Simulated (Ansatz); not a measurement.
# The perfect armchair MoS2 nanoribbon (N = 5, bare edges), part 3 of 3

What gap, if any, does the armchair MoS2 nanoribbon (N = 5, bare edges) have, and how does it change under strain?

Ansatz 0.2.0; DFT PBE, plane waves, PAW; relaxation of a wire's period (the session's first sound run).

So far, band gap (eV): step 3 (the wire at its relaxed period) 0.524; step 4 (strain along the wire, period over the relaxed period 0.96, k-mesh 1×1×12) 0.425; step 5 (At a strained period, period over the relaxed period 0.98, k-mesh 1×1×12) 0.496.

**6. Strain along the wire, period over the relaxed period 1.02, k-mesh 1×1×11**

Level of this step: DFT PBE, plane waves, PAW; relaxation at a fixed period (Ansatz).

The period is set to 1.02 times the relaxed one and the atoms relax within it: strain changes bond lengths and angles, which shifts the bands against each other. Against the first PBE run of this kind, the mesh along the wire has 11 points against 15.

The cell differs from the one that the last finished run ended in (c 5.335 → 5.553 Å).

input.yaml

```yaml
crystal:
  lattice:
    - [13.36, 0.0, 0.0]
    - [0.0, 10.12, 0.0]
    - [0.0, 0.0, 5.5525258964]
  atoms:
    - { symbol: Mo, position: [0.275267538, 0.5, 0.021890745], spin: 0.3 }
    - { symbol: Mo, position: [0.5, 0.5, 0.988362212] }
    - { symbol: Mo, position: [0.724732462, 0.5, 0.021890745], spin: 0.3 }
    - { symbol: S, position: [0.255151163, 0.653948983, 0.325621579] }
    - { symbol: S, position: [0.255151163, 0.346051017, 0.325621579] }
    - { symbol: S, position: [0.5, 0.64826043, 0.335155318] }
    - { symbol: S, position: [0.5, 0.35173957, 0.335155318] }
    - { symbol: S, position: [0.744848837, 0.653948983, 0.325621579] }
    - { symbol: S, position: [0.744848837, 0.346051017, 0.325621579] }
    - { symbol: Mo, position: [0.374102974, 0.5, 0.508370682] }
    - { symbol: Mo, position: [0.625897026, 0.5, 0.508370682] }
    - { symbol: S, position: [0.381336595, 0.658601234, 0.827912828] }
    - { symbol: S, position: [0.381336595, 0.341398766, 0.827912828] }
    - { symbol: S, position: [0.618663405, 0.658601234, 0.827912828] }
    - { symbol: S, position: [0.618663405, 0.341398766, 0.827912828] }
magnetization:
  spin_polarized: true
kpoints:
  mp_grid: { grid: [1, 1, 11] }
  band_path: { path: ["Γ", Z], npoints: 90 }
scf:
  occupations: { method: fermi_dirac, width: 0.05 }
hamiltonian:
  xc: pbe
relax:
  max_steps: 40
  f_tol: 0.02
output:
  stress: true
```

The run is started by

```sh
$ ansatz run input.yaml --threads 4 --pin off --max-ram 16384MiB --backend cpu --events-out ev --progress --plain --runs-dir out
```

Numbers of over 12 decimals in the logs are rounded to 6 here.

What it wrote:

```text
[...]
Crystal: 15 atoms, lattice volume = 750.719 Å³
Basis set: ecut = 420 eV, 14707 PW (Γ), exchange–correlation on 180×144×80 points (8 copies of the dense FFT grid, shifted against one another)
Bands: 81, of which v1, the nominal top of the filled ones, is band 65 counted from 1 (64 counted from 0)
[...]
- { symbol: S, position: [0.742286, 0.345829, 0.324283] }
    - { symbol: Mo, position: [0.374540, 0.5, 0.509719] }
    - { symbol: Mo, position: [0.625460, 0.5, 0.509719] }
    - { symbol: S, position: [0.381486, 0.657987, 0.826489] }
    - { symbol: S, position: [0.381486, 0.342013, 0.826489] }
    - { symbol: S, position: [0.618514, 0.657987, 0.826489] }
    - { symbol: S, position: [0.618514, 0.342013, 0.826489] }
[key lines of the parts left out:]
SCF converged after 6 iterations
Magnetization: -0.0000 μB (65.0000 up, 65.0000 down)
Free energy (F): -33806.184233 eV
Fermi energy:    0.487597 eV
P = ⅓ Tr σ = -0.2540 GPa (-2.540 kbar)
```

It took 2.9 min on 4 threads of AMD EPYC 9R14 (Zen 4), shared host; peak memory 5.2 GiB.

The steps of the relaxation:

```
step  energy less that of the first step (eV)  largest force component (eV/Å)
   1                                   0.0000                          0.4492
   2                                  -0.0255                          0.2430
   3                                  -0.0380                          0.0797
   4                                  -0.0386                          0.0511
   5                                  -0.0390                          0.0279
   6                                  -0.0391                          0.0086
```

The run keeps the 4 symmetry operations that it works with, so distortions that break them were not tested.

The atoms that moved most (Å):

```
atom      dx      dy      dz  length
 Mo1   0.029   0.000   0.032   0.043
 Mo3  -0.029   0.000   0.032   0.043
  S9  -0.034  -0.002  -0.007   0.035
  S8  -0.034   0.002  -0.007   0.035
  S5   0.034  -0.002  -0.007   0.035
  S4   0.034   0.002  -0.007   0.035
  S7   0.000   0.014  -0.007   0.015
  S6   0.000  -0.014  -0.007   0.015
```

Final coordinates:

```xyz
15
Lattice="13.3600 0.0000 0.0000 0.0000 10.1200 0.0000 0.0000 0.0000 5.5525" Properties=species:S:1:pos:R:3
Mo    3.7067    5.0600    0.1538
Mo    6.6800    5.0600    5.4836
Mo    9.6533    5.0600    0.1538
S     3.4431    6.6202    1.8006
S     3.4431    3.4998    1.8006
S     6.6800    6.5466    1.8541
S     6.6800    3.5734    1.8541
S     9.9169    6.6202    1.8006
S     9.9169    3.4998    1.8006
Mo    5.0039    5.0600    2.8302
Mo    8.3561    5.0600    2.8302
S     5.0966    6.6588    4.5891
S     5.0966    3.4612    4.5891
S     8.2634    6.6588    4.5891
S     8.2634    3.4612    4.5891
```

The gap is 0.504 eV, against 0.524 eV under PBE at the relaxed period, with no moment.

**7. At a strained period, period over the relaxed period 1.04, k-mesh 1×1×11**

The period is set to 1.04 times the relaxed one and the atoms relax within it: strain changes bond lengths and angles, which shifts the bands against each other. Against the first PBE run of this kind, the mesh along the wire has 11 points against 15.

The cell differs from the one that the last finished run ended in (c 5.553 → 5.661 Å).

input.yaml, as its differences from that of step 6:

```diff
@@ -4,3 +4,3 @@
     - [0.0, 10.12, 0.0]
-    - [0.0, 0.0, 5.5525258964]
+    - [0.0, 0.0, 5.6613989532]
   atoms:
```

What it wrote:

```text
[...]
Crystal: 15 atoms, lattice volume = 765.439 Å³
Basis set: ecut = 420 eV, 15007 PW (Γ), exchange–correlation on 180×144×80 points (8 copies of the dense FFT grid, shifted against one another)
Bands: 81, of which v1, the nominal top of the filled ones, is band 65 counted from 1 (64 counted from 0)
[...]
- { symbol: S, position: [0.739958, 0.345664, 0.323296] }
    - { symbol: Mo, position: [0.374976, 0.500000, 0.510817] }
    - { symbol: Mo, position: [0.625024, 0.500000, 0.510817] }
    - { symbol: S, position: [0.381474, 0.657389, 0.825060] }
    - { symbol: S, position: [0.381474, 0.342611, 0.825060] }
    - { symbol: S, position: [0.618526, 0.657389, 0.825060] }
    - { symbol: S, position: [0.618526, 0.342611, 0.825060] }
[key lines of the parts left out:]
SCF converged after 6 iterations
Magnetization: -0.0000 μB (65.0000 up, 65.0000 down)
Free energy (F): -33806.074486 eV
Fermi energy:    0.404666 eV
P = ⅓ Tr σ = -0.5052 GPa (-5.052 kbar)
```

Wall time 3 min (4 threads); peak memory 5.3 GiB.

Relaxation path:

```
step  energy less that of the first step (eV)  largest force component (eV/Å)
   1                                   0.0000                          0.8397
   2                                  -0.0888                          0.5033
   3                                  -0.1436                          0.1582
   4                                  -0.1460                          0.1023
   5                                  -0.1474                          0.0521
   6                                  -0.1476                          0.0213
   7                                  -0.1477                          0.0038
```

The run keeps the 4 symmetry operations that it works with, so distortions that break them were not tested.

The atoms that moved most (Å):

```
atom      dx      dy      dz  length
 Mo3  -0.058   0.000   0.065   0.087
 Mo1   0.058   0.000   0.065   0.087
  S5   0.065  -0.004  -0.013   0.067
  S4   0.065   0.004  -0.013   0.067
  S9  -0.065  -0.004  -0.013   0.067
  S8  -0.065   0.004  -0.013   0.067
  S6   0.000  -0.029  -0.015   0.033
  S7   0.000   0.029  -0.015   0.033
```

The relaxed structure:

```xyz
15
Lattice="13.3600 0.0000 0.0000 0.0000 10.1200 0.0000 0.0000 0.0000 5.6614" Properties=species:S:1:pos:R:3
Mo    3.7359    5.0600    0.1891
Mo    6.6800    5.0600    5.5841
Mo    9.6241    5.0600    0.1891
S     3.4742    6.6219    1.8303
S     3.4742    3.4981    1.8303
S     6.6800    6.5313    1.8828
S     6.6800    3.5887    1.8828
S     9.8858    6.6219    1.8303
S     9.8858    3.4981    1.8303
Mo    5.0097    5.0600    2.8919
Mo    8.3503    5.0600    2.8919
S     5.0965    6.6528    4.6710
S     5.0965    3.4672    4.6710
S     8.2635    6.6528    4.6710
S     8.2635    3.4672    4.6710
```

The gap is 0.469 eV, against 0.524 eV under PBE at the relaxed period, with no moment.

**8. Strain along the wire, period over the relaxed period 1.06, k-mesh 1×1×11**

The period is set to 1.06 times the relaxed one and the atoms relax within it: strain changes bond lengths and angles, which shifts the bands against each other. Against the first PBE run of this kind, the mesh along the wire has 11 points against 15.

The cell differs from the one that the last finished run ended in (c 5.661 → 5.770 Å).

input.yaml, as its differences from that of step 7:

```diff
@@ -4,3 +4,3 @@
     - [0.0, 10.12, 0.0]
-    - [0.0, 0.0, 5.6613989532]
+    - [0.0, 0.0, 5.77027201]
   atoms:
```

What it wrote:

```text
[...]
Crystal: 15 atoms, lattice volume = 780.159 Å³
Basis set: ecut = 420 eV, 15283 PW (Γ), exchange–correlation on 180×144×80 points (8 copies of the dense FFT grid, shifted against one another)
Bands: 81, of which v1, the nominal top of the filled ones, is band 65 counted from 1 (64 counted from 0)
[...]
- { symbol: S, position: [0.737749, 0.345308, 0.322556] }
    - { symbol: Mo, position: [0.375376, 0.5, 0.511568] }
    - { symbol: Mo, position: [0.624624, 0.5, 0.511568] }
    - { symbol: S, position: [0.381342, 0.656659, 0.823573] }
    - { symbol: S, position: [0.381342, 0.343341, 0.823573] }
    - { symbol: S, position: [0.618658, 0.656659, 0.823573] }
    - { symbol: S, position: [0.618658, 0.343341, 0.823573] }
[key lines of the parts left out:]
SCF converged after 6 iterations
Magnetization: -0.0000 μB (65.0000 up, 65.0000 down)
Free energy (F): -33805.899586 eV
Fermi energy:    0.332921 eV
P = ⅓ Tr σ = -0.7238 GPa (-7.238 kbar)
```

Run time: 3 min. Hardware: 4 threads; peak memory 5.4 GiB.

The gap is 0.416 eV, against 0.524 eV under PBE at the relaxed period, with no moment.

**9. The series together**

Times are for 4 threads of AMD EPYC 9R14 (Zen 4), shared host. The runs compared:

```
no.  period over the relaxed period  k-mesh  pressure (GPa)  band gap (eV)     time  memory (GiB)
  1                            0.96  1×1×12          0.5696          0.425    3 min           4.9
  2                            0.98  1×1×12          0.3021          0.496  2.7 min           5.0
  3                            1.02  1×1×11         -0.2540          0.504  2.9 min           5.2
  4                            1.04  1×1×11         -0.5052          0.469    3 min           5.3
  5                            1.06  1×1×11         -0.7238          0.416    3 min           5.4
```

**10. Results**

```
cell length, PBE           : 5.444 Å
gap, PBE                   : 0.524 eV
gap, period scaled by 0.96 : 0.425 eV
gap, period scaled by 0.98 : 0.496 eV
gap, period scaled by 1.02 : 0.504 eV
gap, period scaled by 1.04 : 0.469 eV
gap, period scaled by 1.06 : 0.416 eV
```

What this shows: Under PBE the cell's length is 5.44 Å, no moment survives, and a gap of 0.52 eV makes it a semiconductor. Strain matters: under PBE the gap goes from 0.52 eV to 0.425 eV at 0.96 times the period, 0.496 eV at 0.98 times the period, 0.504 eV at 1.02 times the period, 0.469 eV at 1.04 times the period and 0.416 eV at 1.06 times the period. In the perfect wire the moments were started parallel, and no opposed start was run.

[Logs are printed without paths, hosts, clocks, repeated set-up lines and the standing remarks that a program may print on its own settings, such as how far it seeks lower states.]

[Hosts, paths, dates, database ids (printed as entryN), source tags and the programs' standing remarks are cut or masked in the printed files.]
